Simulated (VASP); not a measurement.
Crystal: Hf.

```
CELL_PARAMETERS angstrom
3.19670 0.00000 0.00000
-1.59835 2.76842 0.00000
0.00000 0.00000 5.05780
ATOMIC_POSITIONS crystal
Hf 0.66667 0.33333 0.75000
Hf 0.33333 0.66667 0.25000
```

Base run:

- Program: VASP 6.6.1
- Functional: TPSS
- Potentials or basis: VASP PAW PBE potentials, release 64 (Hf_pv)
- Cutoff: 520 eV
- k mesh: 10 × 10 × 5
- Occupations: fermi-dirac, width 0.05 eV
- Spin: no spin polarisation

Its results: pressure -2.2 GPa.

Task: After a change of settings the same cell gave: pressure -4.4 GPa. Which change was it?
A. functional from TPSS to BLYP; further incar settings from ALGO = Normal; EDIFF = 1e-07 to ALGO = Fast; EDIFF = 1e-07
B. functional from TPSS to revPBE; further incar settings from ALGO = Normal; EDIFF = 1e-07 to ALGO = Fast; EDIFF = 1e-07
C. functional from TPSS to PW91; further incar settings from ALGO = Normal; EDIFF = 1e-07 to ALGO = Fast; EDIFF = 1e-07
D. functional from TPSS to SCAN

Result: D.

Caveats: the PAW data sets were made with another functional, which shifts forces and pressure a little.
